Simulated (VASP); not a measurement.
A run of VASP 6.6.1 is set up as follows.

File INCAR:

```
SYSTEM = AlP
  PREC = Accurate
  ENCUT = 500
  EDIFF = 1E-6
  ISMEAR = 0
  SIGMA = 0.01
  LREAL = .FALSE.
  LASPH = .TRUE.
  NELM = 120
  ALGO = Normal
  ISIF = 2
  LWAVE = .FALSE.
  LCHARG = .FALSE.
  GGA = PE
  NBANDS = 11
  GGA_COMPAT = .FALSE.
```

Contents of KPOINTS:

```
regular mesh
0
G
  5 5 5
  0 0 0
```

The input POSCAR:

```
AlP
1.0
    0.0000000000      2.7480258149      2.7480258149
    2.7480258149      0.0000000000      2.7480258149
    2.7480258149      2.7480258149      0.0000000000
Al P
1 1
Direct
    0.0000000000      0.0000000000      0.0000000000
    0.2500000000      0.2500000000      0.2500000000
```

Potentials or basis: VASP PAW PBE potentials, release 64 (Al, P).

Command:

```console
$ cat potpaw_PBE.64/Al/POTCAR potpaw_PBE.64/P/POTCAR > POTCAR
$ mpirun -np 1 vasp_std > vasp.out
```

(1) What does it give for the band gap on the k mesh?

(2) What does it give for the pressure?

Answers

(1) 1.85 eV, indirect (least direct gap 3.14 eV).

(2) 0.6 GPa.

**What was measured.**

From a printed reference work, data compilation, for a bulk crystal of AlP at 4.2 K: band gap 2.505 eV (indirect).

A measured gap of AlP is 2.505 eV (indirect; 4.2 K; a printed reference work, data compilation); the calculated 1.85 eV misses it by -0.66 eV. The value is that of PBE on a finite k mesh, which can miss the band edges, without temperature or zero-point motion. Semilocal functionals fall short of measured gaps as a rule.
